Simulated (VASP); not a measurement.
# BiS (R-3m) in VASP: notebook

Runs on BiS. Level: PBE. Tasks: relaxation of cell and atoms.

All numbers are computed with VASP 6.6.1; they aren't measurements. Logs are shortened: lines on timing, memory, paths and dates and some standing lists are left out, and cuts for length are marked.

## 1. The structure

It takes space group R-3m (No. 166, trigonal). The conventional cell has a = 4.219 Å, b = 4.219 Å, c = 10.501 Å, α = 90.00°, β = 90.00°, γ = 120.00°. Bi (site symmetry -3m) has 6 S at 3.00 Å as nearest neighbours. S (site symmetry -3m) has 6 Bi at 3.00 Å as nearest neighbours.

The cell was built by a generator and needn't be a form met in nature.

## 2. Relaxation of cell and atoms, PBE

Input file INCAR:

```
PREC     = Accurate       # precision mode
ENCUT    = 900            # plane-wave cutoff, eV
EDIFF    = 1E-6           # SCF threshold, eV
ISMEAR   = -1             # smearing method
SIGMA    = 0.05           # smearing width, eV
LREAL    = False          # projectors in reciprocal space
LASPH    = True           # aspherical terms in the spheres
NELM     = 60             # most SCF steps
ALGO     = Normal         # electronic algorithm
ISIF     = 3              # what is computed and relaxed
LWAVE    = False          # write WAVECAR
LCHARG   = False          # write CHGCAR
GGA      = PE             # functional
IBRION   = 2              # ionic algorithm
NSW      = 40             # ionic steps
EDIFFG   = -0.01          # ionic threshold
```

Input file KPOINTS:

```
regular mesh
0
Gamma
  8 8 8
```

Input file POSCAR:

```
BiS
1.0
    2.1092708700      1.2177881000      3.5004874800
   -2.1092708700      1.2177881000      3.5004874800
    0.0000000000     -2.4355762100      3.5004874800
Bi S
1 1
Direct
    0.0000000000      0.0000000000      0.0000000000
    0.5000000000      0.5000000000      0.5000000000
```

Potentials or basis: VASP PAW PBE potentials, release 64 (Bi_d, S).

On the command line:

```
cat potpaw_PBE.64/Bi_d/POTCAR potpaw_PBE.64/S/POTCAR > POTCAR
mpirun -np 1 vasp_std > vasp.out
```

OUTCAR:

```text
PREC = Accurate
   ENCUT = 900
   EDIFF = 1E-6
   ISMEAR = -1
   LREAL = False
   LASPH = True
   NELM = 60
   ISIF = 3
   GGA = PE
   IBRION = 2
   NSW = 40
   EDIFFG = -0.01

 ion  position               nearest neighbor table
   1  0.000  0.000  0.000-   2 3.00   2 3.00   2 3.00   2 3.00   2 3.00   2 3.00
   2  0.500  0.500  0.500-   1 3.00   1 3.00   1 3.00   1 3.00   1 3.00   1 3.00

  LATTYP: Found a trigonal (rhomboedric) cell.
 ALAT       =     4.2644394775
 COS(alpha) =     0.5107049814

  Lattice vectors:

 A1 = (   2.1092708700,   1.2177881000,   3.5004874800)
 A2 = (  -2.1092708700,   1.2177881000,   3.5004874800)
 A3 = (   0.0000000000,  -2.4355762100,   3.5004874800)

Analysis of symmetry for initial positions (statically):
=====================================================================
 Subroutine PRICEL returns:
 Original cell was already a primitive cell.

 Routine SETGRP: Setting up the symmetry group for a
 trigonal (rhombohedral) supercell.

 Subroutine GETGRP returns: Found 12 space group operations
 (whereof 12 operations were pure point group operations)
 out of a pool of 12 trial point group operations.

The static configuration has the point symmetry D_3d.

Analysis of symmetry for dynamics (positions and initial velocities):
=====================================================================
 Subroutine PRICEL returns:
 Original cell was already a primitive cell.

 Routine SETGRP: Setting up the symmetry group for a
 trigonal (rhombohedral) supercell.

 Subroutine GETGRP returns: Found 12 space group operations
 (whereof 12 operations were pure point group operations)
 out of a pool of 12 trial point group operations.

The dynamic configuration has the point symmetry D_3d.

 Subroutine INISYM returns: Found 12 space group operations
 (whereof 12 operations are pure point group operations),
 and found     1 'primitive' translations

----------------------------------------------------------------------------------------

                                     Primitive cell

  volume of cell :      53.9491

  direct lattice vectors                    reciprocal lattice vectors
     2.109270870  1.217788100  3.500487480     0.237048739  0.136860153  0.095224832
    -2.109270870  1.217788100  3.500487480    -0.237048739  0.136860153  0.095224832
     0.000000000 -2.435576210  3.500487480     0.000000000 -0.273720307  0.095224832

  length of vectors
     4.264439477  4.264439477  4.264439479     0.289811275  0.289811275  0.289811275

  position of ions in fractional coordinates (direct lattice)
     0.000000000  0.000000000  0.000000000
     0.500000000  0.500000000  0.500000000

  ion indices of the primitive-cell ions
   primitive index   ion index
                 1           1
                 2           2

----------------------------------------------------------------------------------------

 KPOINTS: regular mesh

Automatic generation of k-mesh.
 Grid dimensions read from file:
 generate k-points for:    8    8    8

 Generating k-lattice:

  Cartesian coordinates                     Fractional coordinates (reciprocal lattice)
     0.029631092  0.017107519  0.011903104     0.125000000  0.000000000  0.000000000
    -0.029631092  0.017107519  0.011903104     0.000000000  0.125000000  0.000000000
     0.000000000 -0.034215038  0.011903104     0.000000000  0.000000000  0.125000000

  Length of vectors
     0.036226409  0.036226409  0.036226409

  Shift w.r.t. Gamma in fractional coordinates (k-lattice)
     0.000000000  0.000000000  0.000000000

 Subroutine IBZKPT returns following result:
 ===========================================

 Found     65 irreducible k-points:

 Following reciprocal coordinates:
            Coordinates               Weight
  0.000000  0.000000  0.000000      1.000000
  0.125000  0.000000  0.000000      6.000000
  0.250000  0.000000  0.000000      6.000000
  0.375000  0.000000  0.000000      6.000000
  0.500000  0.000000  0.000000      3.000000
  0.125000  0.125000  0.000000      6.000000
[... 16 lines left out ...]
  0.250000  0.125000  0.125000      6.000000
  0.375000  0.125000  0.125000      6.000000
 [... further k-points ...]
   k-points           NKPTS =     65   k-points in BZ     NKDIM =     65   number of bands    NBANDS=     14
   number of dos      NEDOS =    301   number of ions     NIONS =      2
   total plane-waves  NPLWV =  74088
   dimension x,y,z NGX =    42 NGY =   42 NGZ =   42
   dimension x,y,z NGXF=    84 NGYF=   84 NGZF=   84
   ions per type =               1   1
   NGX,Y,Z   is equivalent  to a cutoff of  16.37, 16.37, 16.37 a.u.
   NGXF,Y,Z  is equivalent  to a cutoff of  32.75, 32.75, 32.75 a.u.
 SYSTEM =  unknown system
   PREC   = accura    normal or accurate (medium, high low for compatibility)
   ISTART =      0    job   : 0-new  1-cont  2-samecut
   ICHARG =      2    charge: 1-file 2-atom 10-const
   ISPIN  =      1    spin polarized calculation?
   LNONCOLLINEAR =      F non collinear calculations
   LSORBIT =      F    spin-orbit coupling
   LASPH  =      T    aspherical Exc in radial PAW
   ENCUT  =  900.0 eV  66.15 Ry    8.13 a.u.  10.43 10.43 10.43*2*pi/ulx,y,z
   NELM   =     60;   NELMIN=  2; NELMDL= -5     # of ELM steps
   EDIFF  = 0.1E-05   stopping-criterion for ELM
   LREAL  =      F    real-space projection
   EDIFFG = -.1E-01   stopping-criterion for IOM
   NSW    =     40    number of steps for IOM
   IBRION =      2    ionic relax: 0-MD 1-quasi-New 2-CG
   NFREE  =      1    steps in history (QN), initial steepest desc. (CG)
   ISIF   =      3    stress and relaxation
   ISYM   =      2    0-nonsym 1-usesym 2-fastsym
   POTIM  = 0.5000    time-step for ionic-motion
   TEBEG  =    0.0;   TEEND  =   0.0 temperature during run
   PSTRESS=    0.0 pullay stress
   NELECT =      21.0000    total number of electrons
   NUPDOWN=      -1.0000    fix difference up-down
   EMIN   =  10.00;   EMAX   =-10.00  energy-range for DOS
   EFERMI =   0.00;   METHOD = LEGACY
   ISMEAR =    -1;   SIGMA  =   0.05  broadening in eV -4-tet -1-fermi 0-gaus
   EFERMI_NEDOS =   21; number of points for ismear=-14 and -15
   IALGO  =     38    algorithm
   IMIX   =      4    mixing-type and parameters
     AMIX     =   0.40;   BMIX     =  1.00
     AMIX_MAG =   1.60;   BMIX_MAG =  1.00
  volume/ion in A,a.u.               =      26.97       182.03
  Fermi-wavevector in a.u.,A,eV,Ry     =   1.195327  2.258840 19.440087  1.428806
  Thomas-Fermi vector in A             =   2.331295
   LORBIT       =      0    0 simple, 1 ext, 2 COOP (PROOUT), +10 PAW based schemes
   GGA     = PE    functional components
   LHFCALC =     F    Hartree Fock is set to
   AEXX    =    0.0000 exact exchange contribution
   IVDW    =     0    specifies the selected vdW correction
   LEPSILON=     F    determine dielectric tensor
   LRPA    =     F    only Hartree local field effects (RPA)
 conjugate gradient relaxation of ions
 non-spin polarized calculation
  energy-cutoff  :      900.00
  volume of cell :       53.95
 maximum number of plane-waves:      3324
 NGX is ok and might be reduce to    42
   NGX = 21   NGY = 21   NGZ = 21

--------------------------------------- Ionic step        1  -------------------------------------------

 number of electron      21.0000001 magnetization

 Free energy of the ion-electron system (eV)
  ---------------------------------------------------
  ext. energy  EPLUGINS =         0.00000000
  ---------------------------------------------------
  free energy    TOTEN  =        -8.14172213 eV

  energy without entropy =       -8.12802800  energy(sigma->0) =       -8.13487506

------------------------ aborting loop because EDIFF is reached ----------------------------------------

  FORCE on cell =-STRESS in cart. coord.  units (eV):
  Direction    XX          YY          ZZ          XY          YZ          ZX
  --------------------------------------------------------------------------------------
  -------------------------------------------------------------------------------------
  Total       -0.5092494     -0.5092494     -0.3324765      0.0000000      0.0000000      0.0000000
  in kB      -15.1236707    -15.1236707     -9.8738769      0.0000000      0.0000000      0.0000000
  external PRESSURE =     -13.3737394 kB  Pullay stress =       0.0000000 kB
[... 89 lines left out ...]
  FREE ENERGIE OF THE ION-ELECTRON SYSTEM (eV)
  ---------------------------------------------------
  free  energy   TOTEN  =        -8.1473476351 eV

  energy  without entropy=       -8.1337150603  energy(sigma->0) =       -8.14053135

 E-fermi :   7.1990     XC(G=0):  -9.9639

 val. band max:        7.1981600219   @ k =   0.3750   0.0000   0.0000
 cond. band min:       7.2123051411   @ k =   0.3750   0.2500   0.2500
 fundamental gap:      0.0141451192
 Fermi energy:         7.1989678796

 k-point     1 :       0.0000    0.0000    0.0000
  band No.  band energies     occupation
      1     -16.4732      2.00000
      2     -16.4449      2.00000
      3     -16.4449      2.00000
      4     -16.4404      2.00000
      5     -16.4404      2.00000
      6      -7.9540      2.00000
      7      -1.7704      2.00000
      8       2.9683      2.00000
      9       4.2599      2.00000
     10       4.2599      2.00000
     11      10.0025      0.00000
     12      10.0025      0.00000
     13      10.1678      0.00000
     14      11.6401      0.00000
[... 379 lines left out ...]
      3     -16.4457      2.00000
      4     -16.4421      2.00000
      5     -16.4242      2.00000
      6      -7.0457      2.00000
      7      -3.3498      2.00000
      8       2.7006      2.00000
      9       4.5544      2.00000
     10       5.0344      2.00000
     11       6.8620      1.99764
     12       7.6703      0.00016
     13       8.8154      0.00000
     14      13.3270      0.00000

 [... further k-points ...]

[... ionic steps 4 to 13 ...]

--------------------------------------- Ionic step       14  -------------------------------------------

 number of electron      21.0000000 magnetization

------------------------ aborting loop because EDIFF is reached ----------------------------------------
[... 67 lines left out ...]
--------------------------------------- Ionic step       16  -------------------------------------------

 number of electron      21.0000000 magnetization

 Free energy of the ion-electron system (eV)
  ---------------------------------------------------
  ext. energy  EPLUGINS =         0.00000000
  ---------------------------------------------------
  free energy    TOTEN  =        -8.25605550 eV

  energy without entropy =       -8.25048904  energy(sigma->0) =       -8.25327227

 E-fermi :   7.4618     XC(G=0): -10.0969

 val. band max:        7.4067887373   @ k =   0.5000   0.2500   0.2500
 cond. band min:       7.4635976182   @ k =  -0.2500  -0.2500   0.1250
 fundamental gap:      0.0568088809
 Fermi energy:         7.4618166226

 k-point     1 :       0.0000    0.0000    0.0000
  band No.  band energies     occupation
      1     -16.2819      2.00000
      2     -16.2422      2.00000
      3     -16.2422      2.00000
      4     -16.2342      2.00000
      5     -16.2342      2.00000
      6      -7.7705      2.00000
      7      -1.7259      2.00000
      8       2.6645      2.00000
      9       4.9270      2.00000
     10       4.9270      2.00000
     11      10.5327      0.00000
     12      10.5327      0.00000
     13      10.7418      0.00000
     14      11.7732      0.00000
[... 420 lines left out ...]
  FREE ENERGIE OF THE ION-ELECTRON SYSTEM (eV)
  ---------------------------------------------------
  free  energy   TOTEN  =        -8.2560555032 eV

  energy  without entropy=       -8.2504890416  energy(sigma->0) =       -8.25327227

 reached required accuracy - stopping structural energy minimisation
```

Wall time 9.1 min (1 thread of Intel Xeon 6975P-C (Granite Rapids), shared host); peak memory 0.36 GiB.

Results:

| Property | Result |
| --- | --- |
| Free energy | -8.2561 eV |
| Relaxed volume | 25.24 Å³/atom |
| Relaxed cell | a = 4.547 Å, b = 4.547 Å, c = 4.547 Å, α = 49.83°, β = 49.83°, γ = 49.83° |
| Space group after relaxing (to 0.05 Å) | R-3m (No. 166) |
| Energy gained by relaxing | 57.2 meV/atom |
| Ionic steps | 16 |
| Pressure after relaxing | 0.0 GPa |
| Band gap on the k mesh | none (metal or under the smearing width) |

The path:
```csv
step,energy change (eV),largest force (eV/Å),pressure (GPa),volume (Å³)
1,0.0000,0.0000,-1.34,53.95
2,-0.0049,0.0000,0.61,52.21
3,-0.0056,0.0000,0.05,52.67
4,-0.0067,0.0000,0.06,52.64
5,-0.0112,0.0000,0.09,52.54
6,-0.0259,0.0000,0.09,52.31
7,-0.0740,0.0000,-0.06,51.73
8,-0.1039,0.0000,-0.24,50.12
9,-0.1130,0.0000,-0.18,50.88
10,-0.1141,0.0000,-0.29,50.73
11,-0.1142,0.0000,-0.27,50.68
12,-0.0893,0.0000,3.05,48.00
13,-0.1143,0.0000,-0.06,50.50
14,-0.1143,0.0000,-0.06,50.51
15,-0.1136,0.0000,0.32,50.36
16,-0.1143,0.0000,0.02,50.48
```

Final structure:
```
Bi S
1.0
     1.91525    1.10577    3.97254
    -1.91525    1.10577    3.97254
     0.00000   -2.21154    3.97254
Bi S
1 1
Direct
  0.00000 0.00000 0.00000
  0.50000 0.50000 0.50000
```

Levels at points of the mesh, in eV from the Fermi level:
```tsv
k point	band 7	band 8	band 9	band 10	band 11	band 12	band 13	band 14
(0.00, 0.00, 0.00)	-9.19	-4.80	-2.53	-2.53	3.07	3.07	3.28	4.31
(0.50, 0.00, 0.00)	-11.53	-3.54	-2.61	-2.61	-2.17	-0.43	0.06	6.24
(0.50, 0.50, 0.00)	-10.45	-6.64	-5.42	-3.88	2.36	2.77	3.20	4.44
(0.50, 0.50, 0.50)	-12.55	-2.18	-2.18	-1.10	-0.18	1.23	1.23	7.25
```

Caveat: spin-orbit coupling is left out, which moves the levels of the heavy elements.

## 3. Relaxation of cell and atoms, PBE

INCAR is that of step 2.

KPOINTS is that of step 2.

POSCAR is that of step 2.

Potentials or basis: VASP PAW PBE potentials, release 64 (Bi, S).

On the command line:

```
cat potpaw_PBE.64/Bi/POTCAR potpaw_PBE.64/S/POTCAR > POTCAR
mpirun -np 1 vasp_std > vasp.out
```

Wall time 4.4 min (1 thread of Intel Xeon 6975P-C (Granite Rapids), shared host); peak memory 0.35 GiB.

The run converged. Its results:

```
Free energy                            : -8.2571 eV
Relaxed volume                         : 25.18 Å³/atom
Relaxed cell                           : a = 4.543 Å, b = 4.543 Å, c = 4.543 Å, α = 49.83°, β = 49.83°, γ = 49.83°
Space group after relaxing (to 0.05 Å) : R-3m (No. 166)
Energy gained by relaxing              : 58.3 meV/atom
Ionic steps                            : 14
Pressure after relaxing                : 0.0 GPa
Band gap on the k mesh                 : none (metal or under the smearing width)
```

The path:
```
step  energy change (eV)  largest force (eV/Å)  pressure (GPa)  volume (Å³)
   1              0.0000                0.0000           -1.51        53.95
   2             -0.0060                0.0000            0.72        51.99
   3             -0.0070                0.0000            0.06        52.53
   4             -0.0081                0.0000            0.07        52.50
   5             -0.0127                0.0000            0.10        52.42
   6             -0.0273                0.0000            0.05        52.21
   7             -0.0753                0.0000           -0.16        51.68
   8             -0.1067                0.0000           -0.50        50.18
   9             -0.1150                0.0000           -0.43        50.88
  10             -0.1161                0.0000           -0.44        50.74
  11             -0.1145                0.0000            0.66        49.67
  12             -0.1166                0.0000           -0.08        50.38
  13             -0.1166                0.0000            0.05        50.34
  14             -0.1167                0.0000           -0.01        50.36
```

Final structure:
```xyz
2
Lattice="1.9137 1.1049 3.9693 -1.9137 1.1049 3.9693 0.0000 -2.2098 3.9693" Properties=species:S:1:pos:R:3 pbc="T T T"
Bi    0.0000    0.0000    0.0000
S     0.0000    0.0000    5.9540
```

Levels at points of the mesh, in eV from the Fermi level:
```
           k point  band 3  band 4  band 5  band 6  band 7  band 8
(0.00, 0.00, 0.00)   -4.81   -2.54   -2.54    3.08    3.08    3.29
(0.50, 0.00, 0.00)   -3.56   -2.62   -2.62   -2.17   -0.44    0.05
(0.50, 0.50, 0.00)   -6.66   -5.44   -3.89    2.37    2.75    3.21
(0.50, 0.50, 0.50)   -2.19   -2.19   -1.10   -0.18    1.23    1.23
```

Caveat: spin-orbit coupling is left out, which moves the levels of the heavy elements.

[end of part 1 of 2]
